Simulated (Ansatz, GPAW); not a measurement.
# Geometry or basis: what sets the conductance of CN in line between two Rh chains, part 3 of 4

Aim: the conductance of CN in line between two Rh chains after relaxation, and whether geometry, basis or functional moves it most.

GPAW 26.7.0 and Ansatz 0.2.0; Ansatz plane waves; relaxation of the junction with the lead ends held; PAW set soft_1 (the session's first sound run).

So far, transmission at the Fermi level (one spin): step 3 (plane waves, PBE) 1.17. Also open channels of the lead at the Fermi level (one spin): step 3 4.

## (4) GPAW, dzp

The script solves lead and junction separately, takes H and S in the orbital basis, and joins semi-infinite leads through their self-energies; the dzp basis is the working standard.

This step: GPAW LCAO, PAW setups; Landauer transmission from Green's functions with principal layers (ASE), zero bias (GPAW 26.7.0).

The input, run.py:

```python
import json
import numpy as np
from ase import Atoms
from ase.transport.calculators import TransportCalculator
from gpaw import GPAW, FermiDirac
from gpaw.lcao.tools import get_lcao_hamiltonian
from scipy.linalg import eigh

# The junction with lead layers at both ends, along the third cell vector
device = Atoms(
    ['Rh', 'Rh', 'Rh', 'Rh', 'Rh', 'Rh', 'Rh', 'Rh', 'C', 'N', 'Rh', 'Rh', 'Rh', 'Rh', 'Rh', 'Rh', 'Rh', 'Rh'],
    positions=[
        [4.50000, 4.50000, 1.15000],
        [4.50000, 4.50000, 3.45000],
        [4.50000, 4.50000, 5.75000],
        [4.50000, 4.50000, 8.05000],
        [4.50000, 4.50000, 10.35000],
        [4.50000, 4.50000, 12.65000],
        [4.57531, 4.15786, 14.89116],
        [4.42177, 5.16125, 16.98747],
        [4.49918, 4.65418, 18.87714],
        [4.51929, 4.51719, 20.06163],
        [4.50332, 4.29684, 22.10225],
        [4.57142, 4.82684, 24.29257],
        [4.50000, 4.50000, 26.53730],
        [4.50000, 4.50000, 28.83730],
        [4.50000, 4.50000, 31.13730],
        [4.50000, 4.50000, 33.43730],
        [4.50000, 4.50000, 35.73730],
        [4.50000, 4.50000, 38.03730]],
    cell=[[9.0, 0.0, 0.0], [0.0, 9.0, 0.0], [0.0, 0.0, 39.1873]],
    pbc=True)

# One principal layer of the lead: the first 5 atoms of the device
lead = Atoms(
    ['Rh', 'Rh', 'Rh', 'Rh', 'Rh'],
    positions=[
        [4.50000, 4.50000, 1.15000],
        [4.50000, 4.50000, 3.45000],
        [4.50000, 4.50000, 5.75000],
        [4.50000, 4.50000, 8.05000],
        [4.50000, 4.50000, 10.35000]],
    cell=[[9.0, 0.0, 0.0], [0.0, 9.0, 0.0], [0.0, 0.0, 11.5]],
    pbc=True)

settings = dict(mode='lcao', basis='dzp', xc='PBE', h=0.18,
                occupations=FermiDirac(0.1), maxiter=250,
                mixer=dict(beta=0.1, nmaxold=8, weight=100.0),
                convergence=dict(density=0.0001))
energies = np.arange(-2, 2 + 1e-9, 0.025)
eta = 0.0001
n1, n2 = 1, 1
# k and -k transmit alike, so half of the mesh across the current serves
mesh = [(i, j) for i in range(n1) for j in range(n2) if (i, j) <= (-i % n1, -j % n2)]
weights = np.array([1 if (i, j) == (-i % n1, -j % n2) else 2 for i, j in mesh]) / (n1 * n2)

# [... helper functions left out ...]
fermi_lead = ground_state(lead, (1, 1, 10), 'lead.txt')
fermi_device = ground_state(device, (1, 1, 2), 'device.txt')
# [... loop over the mesh left out, but for ...]
        # Shift the lead onto the potential of the device's first layer
        shift = ((H[:, 0, 0] - H0[:, 0, 0]) / S0[0, 0]).real.mean()
# [...]
kT = 8.617333e-5 * 300
bias = [0.1, 0.2, 0.5, 1.0, 1.5, 2.0]
# [... integrals and printing left out ...]
```

Started as:

```sh
OMP_NUM_THREADS=1 OPENBLAS_NUM_THREADS=1 python run.py
```

Numbers of over 12 decimals in the logs are rounded to 6 here.

The program printed:

```text
basis functions: device 458, principal layer 135
Fermi level: lead -3.7261 eV, device -3.7474 eV; lead shifted by -0.0022 eV
largest coupling past the next layer 2.07e-04 eV, largest misfit of the first layer 0.063 eV
  E-E_F (eV)   T (one spin)  [channel counts left out]
    -2.000    5.3483e-01
    -1.975    5.4259e-01
    -1.950    5.4967e-01
    -1.925    5.5609e-01
    -1.900    5.6183e-01
    -1.875    5.6691e-01
    -1.850    5.7136e-01
    -1.825    5.7521e-01
    -1.800    5.7849e-01
    -1.775    5.8124e-01
    -1.750    5.8351e-01
    -1.725    5.8534e-01
    -1.700    5.8675e-01
    -1.675    5.8779e-01
    -1.650    5.8848e-01
    -1.625    5.8882e-01
[...]
1.825    2.9272e-02
     1.850    2.9667e-02
     1.875    3.0085e-02
     1.900    3.0527e-02
     1.925    3.0994e-02
     1.950    3.1488e-02
     1.975    3.2010e-02
     2.000    3.2562e-02
conductance at 300 K: 1.2433 G0 a cell; thermopower 19.14 uV/K
current from the zero-bias T(E) at 0.1 V: 9.5204 uA
current from the zero-bias T(E) at 0.2 V: 18.47 uA
current from the zero-bias T(E) at 0.5 V: 41.883 uA
current from the zero-bias T(E) at 1.0 V: 72.042 uA
current from the zero-bias T(E) at 1.5 V: 100.23 uA
current from the zero-bias T(E) at 2.0 V: 118.21 uA
```

Elapsed: 7.7 min, on 1 thread of Arm Neoverse V1, shared host; peak memory 2.3 GiB.

This step gave:

```
conductance                                    : 1.243 G₀
largest coupling past the next principal layer : 2.07e-4 eV
largest misfit of the first principal layer    : 0.06316 eV
shift that aligns the lead                     : -0.002228 eV
basis functions of the junction                : 458
basis functions of a principal layer           : 135
transmission at the Fermi level (one spin)     : 1.274
```

One spin. Table of transmission, zone mean by energy, zero at the Fermi level:

| energy (eV) | transmission, zone mean |
| --- | --- |
| -2.000 | 0.535 |
| -1.900 | 0.562 |
| -1.800 | 0.578 |
| -1.700 | 0.587 |
| -1.600 | 0.589 |
| -1.500 | 0.585 |
| -1.400 | 0.575 |
| -1.300 | 0.553 |
| -1.200 | 0.515 |
| -1.100 | 0.592 |
| -1.000 | 0.722 |
| -0.900 | 0.802 |
| -0.800 | 0.883 |
| -0.700 | 1.10 |
| -0.600 | 1.33 |
| -0.575 | 1.34 |
| -0.500 | 1.23 |
| -0.400 | 1.05 |
| -0.300 | 1.13 |
| -0.200 | 1.37 |
| -0.100 | 1.33 |
| -0.050 | 1.45 |
| 0.000 | 1.27 |
| 0.100 | 0.846 |
| 0.200 | 0.620 |
| 0.300 | 0.485 |
| 0.400 | 0.392 |
| 0.500 | 0.321 |
| 0.600 | 0.263 |
| 0.700 | 0.208 |
| 0.800 | 0.152 |
| 0.900 | 0.0559 |
| 1.000 | 0.0404 |
| 1.100 | 0.0232 |
| 1.200 | 0.0242 |
| 1.300 | 0.0247 |
| 1.400 | 0.0255 |
| 1.500 | 0.0258 |
| 1.600 | 0.0266 |
| 1.700 | 0.0276 |
| 1.800 | 0.0289 |
| 1.900 | 0.0305 |
| 2.000 | 0.0326 |

Not self-consistent under bias; the bias window is split evenly. Current through one cell, from the zero-bias transmission against bias:

```csv
bias (V),"current through one cell, from the zero-bias transmission (μA)"
0.100,9.52
0.200,18.5
0.500,41.9
1.000,72.0
1.500,100
2.000,118
```

Table of transmission of the three most open eigenchannels by energy, zero at the Fermi level:

```
energy (eV)  channel 1  channel 2  channel 3
     -2.000      0.277      0.212     0.0456
     -1.900      0.292      0.218     0.0525
     -1.800      0.296      0.222     0.0605
     -1.700      0.292      0.225     0.0697
     -1.600      0.283      0.226     0.0804
     -1.500      0.271      0.222     0.0924
     -1.400      0.256      0.214      0.104
     -1.300      0.238      0.209      0.106
     -1.200      0.263      0.191     0.0605
     -1.100      0.339      0.222     0.0297
     -1.000      0.353      0.313     0.0555
     -0.900      0.381      0.360     0.0598
     -0.800      0.430      0.405     0.0487
     -0.700      0.573      0.486     0.0399
     -0.600      0.744      0.555     0.0342
     -0.500      0.653      0.551     0.0299
     -0.400      0.559      0.459     0.0270
     -0.300      0.591      0.506     0.0306
     -0.200      0.756      0.554     0.0567
     -0.100      0.750      0.488     0.0930
      0.000      0.589      0.517      0.168
      0.100      0.401      0.274      0.171
      0.200      0.307      0.182      0.130
      0.300      0.256      0.138     0.0911
      0.400      0.217      0.111     0.0640
      0.500      0.183     0.0923     0.0464
      0.600      0.150     0.0780     0.0348
      0.700      0.116     0.0651     0.0268
      0.800     0.0793     0.0516     0.0207
      0.900     0.0417     0.0141     1.3e-4
      1.000     0.0269     0.0134     8.5e-5
      1.100     0.0232     7.3e-8    7.7e-10
      1.200     0.0242     7.4e-8    3.3e-12
      1.300     0.0247     7.4e-8          0
      1.400     0.0255     7.5e-8          0
      1.500     0.0258     7.6e-8          0
      1.600     0.0266     7.6e-8          0
      1.700     0.0276     7.7e-8          0
      1.800     0.0289     7.7e-8          0
      1.900     0.0305     7.8e-8          0
      2.000     0.0326     7.8e-8          0
```

At the Fermi level T is 1.27 against 1.17 in plane waves. Couplings past the next layer reach 2.1e-4 eV, small enough to drop; the matrix elements of the cell's first layer differ from the bulk lead's by up to 0.063 eV. That layer keeps its own values in the calculation, and only beyond it is the lead taken as perfect. The Fermi levels of lead and junction count from different zeros of potential, one for each periodic cell; with both set to zero, the small remaining shift is what aligns them. By hand: G = 1.243 × 77.48 μS = 96.3 μS, a resistance of 10.4 kΩ; at 0.1 V a linear junction would pass 9.63 μA, and the integral over the bias window gives 9.52 μA.

## (5) GPAW, szp: basis = "szp(dzp)"

One radial function a shell plus polarisation makes the matrices smaller; the question is what that costs.

Edit run.py of step 4 so:

```diff
@@ -45,3 +45,3 @@
 
-settings = dict(mode='lcao', basis='dzp', xc='PBE', h=0.18,
+settings = dict(mode='lcao', basis='szp(dzp)', xc='PBE', h=0.18,
                 occupations=FermiDirac(0.1), maxiter=250,
```

The program printed:

```text
basis functions: device 258, principal layer 75
Fermi level: lead -3.6284 eV, device -3.7058 eV; lead shifted by -0.0019 eV
largest coupling past the next layer 2.08e-04 eV, largest misfit of the first layer 0.063 eV
  E-E_F (eV)   T (one spin)  [channel counts left out]
    -2.000    4.8590e-01
    -1.975    4.9347e-01
    -1.950    5.0043e-01
[...]
1.975    2.9431e-02
     2.000    2.9947e-02
conductance at 300 K: 1.177 G0 a cell; thermopower 18.67 uV/K
current from the zero-bias T(E) at 0.1 V: 9.0008 uA
current from the zero-bias T(E) at 0.2 V: 17.425 uA
current from the zero-bias T(E) at 0.5 V: 39.321 uA
current from the zero-bias T(E) at 1.0 V: 67.126 uA
current from the zero-bias T(E) at 1.5 V: 94.035 uA
current from the zero-bias T(E) at 2.0 V: 111.29 uA
```

Run time: 5.2 min. Hardware: 1 thread; peak memory 2.2 GiB.

Numbers from this step:

| Quantity | Value |
| --- | --- |
| conductance | 1.177 G₀ |
| largest coupling past the next principal layer | 2.08e-4 eV |
| largest misfit of the first principal layer | 0.06318 eV |
| shift that aligns the lead | -0.001913 eV |
| basis functions of the junction | 258 |
| basis functions of a principal layer | 75 |
| transmission at the Fermi level (one spin) | 1.208 |

One spin. Transmission, zone mean against energy, zero at the Fermi level:

```csv
energy (eV),"transmission, zone mean"
-2.000,0.486
-1.800,0.530
-1.600,0.545
-1.400,0.540
-1.200,0.499
-1.000,0.717
-0.800,0.868
-0.600,1.30
-0.575,1.30
-0.400,0.972
-0.200,1.29
-0.025,1.37
0.000,1.21
0.200,0.570
0.400,0.349
0.600,0.228
0.800,0.125
1.000,0.0335
1.200,0.0226
1.400,0.0233
1.600,0.0245
1.800,0.0266
2.000,0.0299
```

The conductance, 1.18 G₀, lies 5.3 % below that of the dzp run.

## (6) Minimal basis

The minimal basis is the cheapest rung: no second zeta and no polarisation.

Edit run.py of step 5 so:

```diff
@@ -45,3 +45,3 @@
 
-settings = dict(mode='lcao', basis='szp(dzp)', xc='PBE', h=0.18,
+settings = dict(mode='lcao', basis='sz(dzp)', xc='PBE', h=0.18,
                 occupations=FermiDirac(0.1), maxiter=250,
```

The program printed:

```text
basis functions: device 200, principal layer 60
Fermi level: lead -3.6411 eV, device -3.7146 eV; lead shifted by -0.0019 eV
largest coupling past the next layer 2.07e-04 eV, largest misfit of the first layer 0.038 eV
  E-E_F (eV)   T (one spin)  channels
    -2.000    4.0106e-01    1.0000
    -1.975    4.0794e-01    1.0000
    -1.950    4.1444e-01    3.0000
[...]
1.975    3.3596e-02    1.0000
     2.000    3.4253e-02    1.0000
conductance at 300 K: 1.2093 G0 a cell; thermopower 17.1 uV/K
current from the zero-bias T(E) at 0.1 V: 9.2399 uA
current from the zero-bias T(E) at 0.2 V: 17.867 uA
current from the zero-bias T(E) at 0.5 V: 40.322 uA
current from the zero-bias T(E) at 1.0 V: 69.179 uA
current from the zero-bias T(E) at 1.5 V: 95.991 uA
current from the zero-bias T(E) at 2.0 V: 112.54 uA
```

Run time: 3.9 min. Hardware: 1 thread; peak memory 2.1 GiB.

Numbers from this step:

| Property | Result |
| --- | --- |
| conductance | 1.209 G₀ |
| largest coupling past the next principal layer | 2.07e-4 eV |
| largest misfit of the first principal layer | 0.03807 eV |
| shift that aligns the lead | -0.001881 eV |
| basis functions of the junction | 200 |
| basis functions of a principal layer | 60 |
| transmission at the Fermi level (one spin) | 1.247 |

One spin. The transmission, zone mean by energy, zero at the Fermi level:

| energy (eV) | transmission, zone mean |
| --- | --- |
| -2.000 | 0.401 |
| -1.900 | 0.426 |
| -1.800 | 0.446 |
| -1.700 | 0.461 |
| -1.600 | 0.472 |
| -1.500 | 0.479 |
| -1.400 | 0.480 |
| -1.300 | 0.474 |
| -1.200 | 0.453 |
| -1.100 | 0.501 |
| -1.000 | 0.664 |
| -0.900 | 0.748 |
| -0.800 | 0.826 |
| -0.700 | 1.04 |
| -0.600 | 1.28 |
| -0.575 | 1.30 |
| -0.500 | 1.21 |
| -0.400 | 1.01 |
| -0.300 | 1.06 |
| -0.200 | 1.31 |
| -0.100 | 1.26 |
| -0.025 | 1.41 |
| 0.000 | 1.25 |
| 0.100 | 0.832 |
| 0.200 | 0.598 |
| 0.300 | 0.460 |
| 0.400 | 0.367 |
| 0.500 | 0.298 |
| 0.600 | 0.241 |
| 0.700 | 0.187 |
| 0.800 | 0.129 |
| 0.900 | 0.0493 |
| 1.000 | 0.0332 |
| 1.100 | 0.0226 |
| 1.200 | 0.0235 |
| 1.300 | 0.0242 |
| 1.400 | 0.0249 |
| 1.500 | 0.0258 |
| 1.600 | 0.0269 |
| 1.700 | 0.0282 |
| 1.800 | 0.0298 |
| 1.900 | 0.0318 |
| 2.000 | 0.0343 |

The conductance, 1.21 G₀, lies 2.7 % below that of the dzp run.

## (7) revPBE in the dzp basis: xc = "revPBE"

Back in the dzp basis, the functional changes from PBE to revPBE, to set the spread between functionals beside that between bases.

Edit run.py of step 6 so:

```diff
@@ -45,3 +45,3 @@
 
-settings = dict(mode='lcao', basis='sz(dzp)', xc='PBE', h=0.18,
+settings = dict(mode='lcao', basis='dzp', xc='revPBE', h=0.18,
                 occupations=FermiDirac(0.1), maxiter=250,
```

The program printed:

```text
basis functions: device 458, principal layer 135
Fermi level: lead -3.6077 eV, device -3.6306 eV; lead shifted by -0.0020 eV
largest coupling past the next layer 2.04e-04 eV, largest misfit of the first layer 0.058 eV
  E-E_F (eV)   T (one spin)  [channel counts left out]
    -2.000    5.3930e-01
    -1.975    5.4697e-01
    -1.950    5.5392e-01
[...]
1.975    3.2637e-02
     2.000    3.3173e-02
conductance at 300 K: 1.2311 G0 a cell; thermopower 19.7 uV/K
current from the zero-bias T(E) at 0.1 V: 9.4471 uA
current from the zero-bias T(E) at 0.2 V: 18.37 uA
current from the zero-bias T(E) at 0.5 V: 41.687 uA
current from the zero-bias T(E) at 1.0 V: 71.613 uA
current from the zero-bias T(E) at 1.5 V: 99.766 uA
current from the zero-bias T(E) at 2.0 V: 117.69 uA
```

It took 7.9 min on 1 thread; peak memory 2.3 GiB.

This step gave:

```yaml
conductance: 1.231 G₀
largest_coupling_past_the_next_principal_layer: 2.04e-4 eV
largest_misfit_of_the_first_principal_layer: 0.05808 eV
shift_that_aligns_the_lead: -0.002003 eV
basis_functions_of_the_junction: 458
basis_functions_of_a_principal_layer: 135
transmission_at_the_fermi_level_one_spin: 1.249
```

One spin. The transmission, zone mean by energy, zero at the Fermi level:

energy (eV), transmission, zone mean and a bar:
```
   -2.000       0.54 ##########
   -1.900       0.57 ###########
   -1.800       0.58 ###########
   -1.700       0.59 ###########
   -1.625       0.59 ###########
   -1.600       0.59 ###########
   -1.500       0.59 ###########
   -1.400       0.57 ###########
   -1.300       0.55 ###########
   -1.200       0.51 ##########
   -1.100       0.60 ############
   -1.000       0.73 ##############
   -0.900       0.79 ################
   -0.800       0.89 #################
   -0.700       1.11 ######################
   -0.600       1.33 ###########################
   -0.575       1.33 ###########################
   -0.500       1.21 ########################
   -0.400       1.03 ####################
   -0.300       1.13 ######################
   -0.200       1.35 ###########################
   -0.100       1.32 ##########################
   -0.050       1.50 ##############################
    0.000       1.25 #########################
    0.100       0.84 #################
    0.200       0.62 ############
    0.300       0.49 #########
    0.400       0.39 #######
    0.500       0.32 ######
    0.600       0.26 #####
    0.700       0.21 ####
    0.800       0.15 ###
    0.900       0.06 #
    1.000       0.04 
    1.100       0.02 
    1.200       0.03 
    1.300       0.03 
    1.400       0.03 
    1.500       0.03 
    1.600       0.03 
    1.700       0.03 
    1.800       0.03 
    1.900       0.03 
    2.000       0.03
```

The conductance, 1.23 G₀, lies 1.0 % below that of the dzp run.

## (8) The structure as built: geometry = "as built"

The dzp basis with PBE on the structure as first built shows what the relaxation was worth.

Edit run.py of step 7 so:

```diff
@@ -18,8 +18,8 @@
         [4.50000, 4.50000, 12.65000],
-        [4.57531, 4.15786, 14.89116],
-        [4.42177, 5.16125, 16.98747],
-        [4.49918, 4.65418, 18.87714],
-        [4.51929, 4.51719, 20.06163],
-        [4.50332, 4.29684, 22.10225],
-        [4.57142, 4.82684, 24.29257],
+        [4.50000, 4.50000, 14.95000],
+        [4.50000, 4.50000, 17.25000],
+        [4.50000, 4.50000, 19.01570],
+        [4.50000, 4.50000, 20.19570],
+        [4.50000, 4.50000, 21.93730],
+        [4.50000, 4.50000, 24.23730],
         [4.50000, 4.50000, 26.53730],
@@ -45,3 +45,3 @@
 
-settings = dict(mode='lcao', basis='dzp', xc='revPBE', h=0.18,
+settings = dict(mode='lcao', basis='dzp', xc='PBE', h=0.18,
                 occupations=FermiDirac(0.1), maxiter=250,
```

The program printed:

```text
basis functions: device 458, principal layer 135
Fermi level: lead -3.7261 eV, device -3.7621 eV; lead shifted by -0.0025 eV
largest coupling past the next layer 2.07e-04 eV, largest misfit of the first layer 0.125 eV
  E-E_F (eV)   T (one spin)  [channel counts left out]
    -2.000    1.7328e+00
    -1.975    1.7439e+00
    -1.950    1.7551e+00
[...]
1.975    3.2856e-02
     2.000    3.2602e-02
conductance at 300 K: 2.0071 G0 a cell; thermopower 0.5693 uV/K
current from the zero-bias T(E) at 0.1 V: 15.547 uA
current from the zero-bias T(E) at 0.2 V: 31.068 uA
current from the zero-bias T(E) at 0.5 V: 77.238 uA
current from the zero-bias T(E) at 1.0 V: 151.72 uA
current from the zero-bias T(E) at 1.5 V: 221.33 uA
current from the zero-bias T(E) at 2.0 V: 281.7 uA
```

Elapsed: 8.6 min, on 1 thread; peak memory 2.3 GiB.

This step gave:

| Item | Value |
| --- | --- |
| conductance | 2.007 G₀ |
| largest coupling past the next principal layer | 2.07e-4 eV |
| largest misfit of the first principal layer | 0.1251 eV |
| shift that aligns the lead | -0.002499 eV |
| transmission at the Fermi level (one spin) | 2.009 |

The conductance, 2.01 G₀, lies 61 % above that of the dzp run.

## (9) The ladder

Times are wall times on the hardware named with each run. The series side by side:

```
no.         run  conductance (G₀)     time  memory (GiB)
  1      pw PBE             1.160  2.1 min           4.9
  2         dzp             1.243  7.7 min           2.3
  3         szp             1.177  5.2 min           2.2
  4          sz             1.209  3.9 min           2.1
  5  dzp revPBE             1.231  7.9 min           2.3
  6     asbuilt             2.007  8.6 min           2.3
```

[end of part 3 of 4]

[Logs are printed without paths, hosts, clocks, repeated set-up lines and the standing remarks that a program may print on its own settings, such as how far it seeks lower states.]

[Hosts, paths, dates, database ids (printed as entryN), source tags and the programs' standing remarks are cut or masked in the printed files.]
